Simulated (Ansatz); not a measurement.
# Si3C (ordered alloy on diamond lattice): maximally localised Wannier functions, part 2 of 2

Aim: build maximally localised Wannier functions for Si3C (ordered alloy on diamond lattice) from several sets of trial orbitals, and check spreads and centres, and how well the models interpolate the bands. Plan: PBE, anion s p, 6×6×4; PBE, anion s p, 4×4×2; PBE, anion s p, 6×6×6; PBE, anion p, 6×6×4; r2SCAN, anion s p, 6×6×4; r2SCAN, anion p, 6×6×4 (level, trial orbitals, Wannier mesh).

Ansatz 0.2.0; plane waves, PAW.

### Step 6. r2SCAN, anion s p, 6×6×4

File input.yaml:

```yaml
crystal:
  lattice:
    - [3.4318102017, 0.0, 0.0]
    - [0.0, 3.4318102017, 0.0]
    - [0.0, 0.0, 5.0004336163]
  atoms:
    - { symbol: C, position: [0.0, 0.0, 0.0] }
    - { symbol: Si, position: [0.0, 0.5, 0.2031984776] }
    - { symbol: Si, position: [0.5, 0.5, 0.5] }
    - { symbol: Si, position: [0.5, 0.0, 0.7968015224] }
kpoints:
  mp_grid: { grid: [6, 6, 4] }
  band_path:
    path:
      - [[0.0, 0.0, 0.0], [3.151027760738e-51, 0.5, -2.885680112025e-34], [0.5, 0.5, -2.306261789073e-19], [0.0, 0.0, 0.0], [-2.083420024138e-36, -1.105732491851e-50, 0.5], [5.57961174331e-36, 0.5, 0.5], [0.5, 0.5, 0.5], [-2.083420024138e-36, -1.105732491851e-50, 0.5]]
      - [[3.151027760738e-51, 0.5, -2.885680112025e-34], [5.57961174331e-36, 0.5, 0.5]]
      - [[0.5, 0.5, -2.306261789073e-19], [0.5, 0.5, 0.5]]
    npoints: 10
hamiltonian:
  xc: r2scan
scf:
  occupations: { method: fermi_dirac, width: 0.02 }
  n_extra_bands: 6
output:
  forces: false
  stress: false
  eigenvalues: true
  wannier:
    kmesh: [6, 6, 4]
    projections: [{ species: C, l: s, shell: 2 }, { species: C, l: p, shell: 2 }]
    minimise: true
    write_hr: true
    conv_tol: 1.0e-08
    max_iter: 3000
```

Started as:

```
$ ansatz run input.yaml --threads 4 --pin off --max-ram 3686MiB --backend cpu --events-out ev --progress --plain --runs-dir out
```

The log of the run (excerpt; [...] marks lines left out):

```text
Warning: RAYON_NUM_THREADS=4 ignored (pool sized by the plan → 4); use --threads N
scf.n_extra_bands = 6 over 8 filled bands (N_el = 16.0): the run solves 14 bands
[...]
Pseudopotentials: kind: paw
Pseudopotential: C, paw, valence charge 4, recommended cutoff 500 eV (meta_gga), C.paw.azcp
Pseudopotential: Si, paw, valence charge 4, recommended cutoff 500 eV (meta_gga), Si.paw.azcp
Functional definition: r2SCAN
[...]
Crystal: 4 atoms, lattice volume = 58.892 Å³
Basis set: ecut = 500 eV, 1491 PW (Γ), exchange–correlation on 108×108×160 points (64 copies of the dense FFT grid, shifted against one another)
Bands: 14, of which v1, the nominal top of the filled ones, is band 8 counted from 1 (7 counted from 0)
Symmetry: 8 space group operations
Space group: P-4m2 (ITA 115), of the structure as read, at distance tolerance 3.9e-5 Å
k-points: 30 of 144 (time reversal used)
[...]
SCF iter   1: F=—  HF=-2167.750894 eV  |F-HF|=—  |Δ(HF+E_count)|=         —  Δρ=7.19e-3  dr2=5.06e-2  dr2_τ=1.16e-1  ethr=1.77e-3  ⟨swp⟩=6.9  Hψ=3036  notcnv=0  defer=3
[...]
NSCF: frozen V_eff on 93 k-points
NSCF: frozen V_eff on 33 k-points
WARN: eigensolver did not converge in 2 slots of this pass, the one above among them; of largest residual over every band (k=28): 1 band(s) unlocked (lowest unlocked band 13, counted from 0; max residual 2.72e-5 eV among the unlocked bands, 2.72e-5 eV over every band); of lowest unlocked [...]
the Wannier pass solved 33 of the 144 points of its mesh, and has the states at the others by symmetry: states obtained by the crystal's operations at points that were solved too leave a residual of 4.15e-13 eV (read by the count's bands and the next), within 6.67e-6 eV
SCF converged after 8 iterations
Free energy (F): -2167.795163 eV
[...]
E sigma→0 (E₀):  -2167.794624 eV
Entropy (-TS):   -0.001077 eV (-0.269 meV/atom)
Fermi energy:    8.542174 eV
[...]
--- Band table (eV; the first three rows and the last of 30) ---
  k-point 0: bands = ["-7.1021", "-1.8039", "-0.5640", "3.7971", "3.7971", "7.5071", "7.7277", "8.6009", "8.6009", "9.9257", "12.0088", "12.0088", "12.0351", "14.0811"]
[...]
Wannier search: line search 1 of at most 3000: gauge-dependent spread (as the search counts it) 2.4560178 Å², largest recent change 1.1e-1 Å² and fall left 7.1e-4 Å² against conv_tol 1.0e-8 Å², 0 stops escaped
```

Wall time 4.1 s (4 threads of Arm Neoverse V2, shared host); peak memory 0.43 GiB.

The eigensolver's warning concerns residuals under 0.0001 eV, too small to move the results.

wannier.win names the bands that the functions span: combinations of 1-8 (counted from 1; 8 are filled by count, though the bands overlap). Combinations are drawn from entangled bands, so such a model needn't follow any one band.

The head of wannier.spreads.toml:

```toml
omega_i_ang2 = 8.765693025138148
omega_d_ang2 = 0.014234463761867197
omega_od_ang2 = 0.7166058841714269
omega_total_ang2 = 9.496533373071442
least_projectability = 0.6966328285215974
b_vectors_match_mmn = true
n_iter = 21
converged = true
rejected_fitted_steps = 1
```

The functions (centres in Å, on-site energies from the highest level of the last filled band):

```
n       x       y       z  spread (Å²)  on-site (eV)  nearest atoms  distance (Å)
1  -0.605   0.000  -0.378        2.374        -8.511             C1          0.71
2   0.000  -0.605   0.378        2.374        -8.511             C1          0.71
3   0.605   0.000  -0.378        2.374        -8.511             C1          0.71
4   0.000   0.605   0.378        2.374        -8.511             C1          0.71
```

Along the path each interpolated band stays within 0.21, 2.09, 2.36, 0.60 eV of the nearest computed level, from the lowest band up.

Misses of an eV or more mean that the model does not follow those bands.

### Step 7. r2SCAN, anion p, 6×6×4

Changes to input.yaml since step 6:

```diff
@@ -29,3 +29,3 @@
     kmesh: [6, 6, 4]
-    projections: [{ species: C, l: s, shell: 2 }, { species: C, l: p, shell: 2 }]
+    projections: [{ species: C, l: p, shell: 2 }]
     minimise: true
@@ -34 +34,5 @@
     max_iter: 3000
+  write_density: true
+  write_potential: true
+  elf: true
+  volumetric_format: npy
```

Started as:

```
$ ansatz run input.yaml --threads 4 --pin off --max-ram 3686MiB --backend cpu --events-out ev --progress --plain --runs-dir out
```

The log of the run:

```text
Warning: RAYON_NUM_THREADS=4 ignored (pool sized by the plan → 4); use --threads N
scf.n_extra_bands = 6 over 8 filled bands (N_el = 16.0): the run solves 14 bands
Engine: ansatz 0.2.0, aarch64-unknown-linux-gnu
[... 4 set-up lines as earlier in the session ...]
  parameter k0 = 0.174
  parameter k1 = 0.065
  parameter a1 = 4.9479
  exchange = r2scan_x(k0 = k0, k1 = k1, a1 = a1)
  correlation = r2scan_c
Crystal: 4 atoms, lattice volume = 58.892 Å³
Basis set: ecut = 500 eV, 1491 PW (Γ), exchange–correlation on 108×108×160 points (64 copies of the dense FFT grid, shifted against one another)
Bands: 14, of which v1, the nominal top of the filled ones, is band 8 counted from 1 (7 counted from 0)
[... 2 set-up lines as earlier in the session ...]
k-points: 30 of 144 (time reversal used)
Non-local potential: C, projectors of the file, l = 0: 2, l = 1: 2, l = 2: 1
Non-local potential: Si, projectors of the file, l = 0: 2, l = 1: 2, l = 2: 2
PAW form: soft (Blöchl's): semilocal exchange-correlation on the pseudo side does not see the compensation charge
PAW frozen core: C, regenerated for the run's functional (the file was generated under x = pbe(κ = 0.804, μ = 0.2195149727645171), c = pbe(β = 0.06672455060314922))
PAW frozen core: Si, regenerated for the run's functional (the file was generated under x = pbe(κ = 0.804, μ = 0.2195149727645171), c = pbe(β = 0.06672455060314922))
PAW one-centre angular grid: C, 302 points (default); XC on 239 of its mesh's 2573 points in the sphere
PAW one-centre angular grid: Si, 302 points (default); XC on 160 Gauss nodes
Initial density: superposition of atomic densities (neutral atoms: chi_scale 0, normalization atom), corrected by the library's trained network
Initial wavefunctions: pseudopotential atomic-orbital guess
Functional: x = r2scan, c = r2scan; τ floored in thin density (d = 2e-4 eV/Å³)
SCF iter   1: F=—  HF=-2167.750894 eV  |F-HF|=—  |Δ(HF+E_count)|=         —  Δρ=7.19e-3  dr2=5.06e-2  dr2_τ=1.16e-1  ethr=1.77e-3  ⟨swp⟩=6.9  Hψ=3036  notcnv=0  defer=3
preconditioner: auto → none  [metal: Δε(μ)=0.055 eV  Ē_g=10.814 eV  σ=0.020 eV  W_gap=0.47  n_scr=6 (ndim 8)  ℏωp=19.4 eV  f_vac=0.000  D(μ)=0.95/eV (n_scr^D=2)  sad-step TF]
SCF iter   2: F=—  HF=-2167.797995 eV  |F-HF|=—  |Δ(HF+E_count)|=   4.71e-2  Δρ=4.33e-3  dr2=1.68e-2  dr2_τ=3.10e-4  ethr=3.16e-4  ⟨swp⟩=3.0  Hψ=1035  notcnv=0  defer=41
SCF iter   3: F=—  HF=-2167.796902 eV  |F-HF|=—  |Δ(HF+E_count)|=   1.09e-3  Δρ=2.79e-3  dr2=6.34e-3  dr2_τ=5.29e-4  ethr=1.05e-4  ⟨swp⟩=2.9  Hψ=753  notcnv=0  defer=41
SCF iter   4: F=—  HF=-2167.795153 eV  |F-HF|=—  |Δ(HF+E_count)|=   1.75e-3  Δρ=3.54e-4  dr2=1.23e-4  dr2_τ=1.25e-6  ethr=3.96e-5  ⟨swp⟩=2.1  Hψ=731  notcnv=0  defer=41
SCF iter   5: F=—  HF=-2167.795163 eV  |F-HF|=—  |Δ(HF+E_count)|=   9.19e-6  Δρ=2.21e-4  dr2=2.52e-5  dr2_τ=5.41e-7  ethr=7.71e-7  ⟨swp⟩=2.1  Hψ=540  notcnv=0  defer=41
SCF iter   6: F=—  HF=-2167.795162 eV  |F-HF|=—  |Δ(HF+E_count)|=   7.09e-7  Δρ=4.96e-5  dr2=1.39e-6  dr2_τ=2.59e-8  ethr=1.58e-7  ⟨swp⟩=2.2  Hψ=568  notcnv=0  defer=41
SCF iter   7: F=—  HF=-2167.795162 eV  |F-HF|=—  |Δ(HF+E_count)|=   5.52e-7  Δρ=2.20e-5  dr2=2.90e-7  dr2_τ=3.53e-9  ethr=8.66e-9  ⟨swp⟩=2.1  Hψ=595  notcnv=0  defer=41
SCF iter   8: F=-2167.795163 eV  HF=-2167.795163 eV  |F-HF|=2.66e-9  |Δ(HF+E_count)|=   7.13e-8  Δρ=5.54e-6  dr2=1.78e-8  dr2_τ=1.70e-10  ethr=6.25e-10  ⟨swp⟩=6.6  Hψ=1449  notcnv=0
SCF 1 converged in 8 iterations: F = -2167.795163 eV  dr2 = 1.78e-8
NSCF: frozen V_eff on 93 k-points
NSCF: frozen V_eff on 33 k-points
WARN: eigensolver did not converge in 2 slots of this pass, the one above among them; of largest residual over every band (k=28): 1 band(s) unlocked (lowest unlocked band 13, counted from 0; max residual 2.72e-5 eV among the unlocked bands, 2.72e-5 eV over every band); of lowest unlocked band (k=6): band 13
the Wannier pass solved 33 of the 144 points of its mesh, and has the states at the others by symmetry: states obtained by the crystal's operations at points that were solved too leave a residual of 4.15e-13 eV (read by the count's bands and the next), within 6.67e-6 eV
SCF converged after 8 iterations
Free energy (F): -2167.795163 eV
Harris-Foulkes:  -2167.795163 eV  (|F-HF|=2.66e-9)
Internal energy: -2167.794086 eV  (E = F + TS)
E sigma→0 (E₀):  -2167.794624 eV
Entropy (-TS):   -0.001077 eV (-0.269 meV/atom)
Fermi energy:    8.542174 eV
--- Per-component energies (eV) ---
  E_band       = 29.601629
  E_kinetic    = 213.216635
  E_local      = -173.225085  (includes V_loc(G=0)·N_el)
  E_nonlocal   = 100.697060
  E_hartree    = 54.933094
  E_xc         = -203.298655
  E_vxc        = -216.735369  (∫ρ·V_xc dr)
  E_paw        = -1659.047271  (= ΣΔE_a)
  E_vpaw       = -13.696802  (= ΣTr[D̂ρ^β])
  E_aug_tail   = 0.000016  (compensation charges beyond the density's cutoff)
  E_vtau       = 9.480283  (kinetic-family band-sum trace: ∫τ·v_τ [+ j·A + Jᵃ·Aᵃ] dr)
  E_ewald      = -500.815807
  E_core_change = -0.254073  (= ΣΔE_core)
  E_smearing   = -0.001077  (= −TS)
  E_closure    = 0.000000  (closes the sum)
  Σ components = -2167.795163   (vs F -2167.795163, Δ=0.00e0)
--- Band table (eV; the first three rows and the last of 30) ---
  k-point 0: bands = ["-7.1021", "-1.8039", "-0.5640", "3.7971", "3.7971", "7.5071", "7.7277", "8.6009", "8.6009", "9.9257", "12.0088", "12.0088", "12.0351", "14.0811"]
  k-point 1: bands = ["-6.9046", "-3.1895", "1.2615", "3.9116", "3.9116", "6.1796", "7.9685", "7.9685", "8.4639", "10.3455", "11.3633", "13.0335", "13.0335", "14.4547"]
  k-point 2: bands = ["-6.6447", "-4.0170", "3.0842", "4.0434", "4.0434", "4.6218", "7.4641", "7.4641", "9.1425", "10.0909", "12.2448", "12.4033", "14.1591", "14.1591"]
  k-point 29: bands = ["-3.9947", "-0.3342", "-0.3342", "0.5199", "2.9717", "3.1899", "3.1899", "3.3181", "11.8836", "12.8804", "12.8804", "12.9225", "14.4154", "14.6903"]
Wannier search: line search 1 of at most 3000: gauge-dependent spread (as the search counts it) 0.2894946 Å², largest recent change 1.8e-2 Å² and fall left 1.5e-5 Å² against conv_tol 1.0e-8 Å², 0 stops escaped
```

It took 4 s on 4 threads of Arm Neoverse V2, shared host; peak memory 0.44 GiB.

The eigensolver's warning concerns residuals under 0.0001 eV, too small to move the results.

wannier.win names the bands that the functions span: combinations of 1-8 (counted from 1; 8 are filled by count, though the bands overlap). Combinations are drawn from entangled bands, so such a model needn't follow any one band.

The head of wannier.spreads.toml:

```toml
omega_i_ang2 = 10.469582851455002
omega_d_ang2 = 0.0255084405272391
omega_od_ang2 = 0.23302183240044871
omega_total_ang2 = 10.72811312438269
least_projectability = 0.6603311900061853
b_vectors_match_mmn = true
n_iter = 27
converged = true
rejected_fitted_steps = 0
```

The functions (centres in Å, on-site energies from the highest level of the last filled band):

```
n       x      y       z  spread (Å²)  on-site (eV)  nearest atoms  distance (Å)
1  -0.220  0.000  -0.082        3.568        -6.393             C1          0.24
2   0.220  0.000  -0.082        3.568        -6.393             C1          0.24
3   0.000  0.000   0.160        3.591        -6.698             C1          0.16
```

Along the path each interpolated band stays within 2.09, 2.23, 0.67 eV of the nearest computed level, from the lowest band up.

Misses of an eV or more mean that the model does not follow those bands.

### Step 8. All runs side by side

```
                     run  functions  total spread (Å²)  invariant part (Å²)  mean spread (Å²)  largest miss of a band (eV)   time
   PBE, anion s p, 6×6×4          4              9.565                8.828             2.391                         2.25  1.8 s
   PBE, anion s p, 4×4×2          4              7.175                6.466             1.794                         2.25  1.5 s
   PBE, anion s p, 6×6×6          4             10.351                9.625             2.588                         2.29    2 s
     PBE, anion p, 6×6×4          3             10.931               10.662             3.644                         2.23  1.8 s
r2SCAN, anion s p, 6×6×4          4              9.497                8.766             2.374                         2.36  4.1 s
  r2SCAN, anion p, 6×6×4          3             10.728               10.470             3.576                         2.23    4 s
```

### Step 9. What came out

What follows sums up all 2 parts.

| quantity | value |
| --- | --- |
| total spread, PBE, anion s p, 6×6×4 | 9.56 Å² over 4 functions |
| total spread, PBE, anion s p, 4×4×2 | 7.18 Å² over 4 functions |
| total spread, PBE, anion s p, 6×6×6 | 10.35 Å² over 4 functions |
| total spread, PBE, anion p, 6×6×4 | 10.93 Å² over 3 functions |
| total spread, r2SCAN, anion s p, 6×6×4 | 9.50 Å² over 4 functions |
| total spread, r2SCAN, anion p, 6×6×4 | 10.73 Å² over 3 functions |
| centres of the first set | 0.72 Å from the nearest atom |

With PBE, anion s p, 6×6×4 the 4 functions move off the atoms, with a mean spread of 2.39 Å²; 92 % of the total is gauge invariant. The total spread goes from 7.18 Å² on 4×4×2 to 10.35 Å² on 6×6×6: finite differences in k understate it on coarse meshes, while the largest miss of a band goes from 2.25 to 2.29 eV. On one set and mesh the functional gives 9.56 (PBE), 9.50 (r2SCAN) Å².
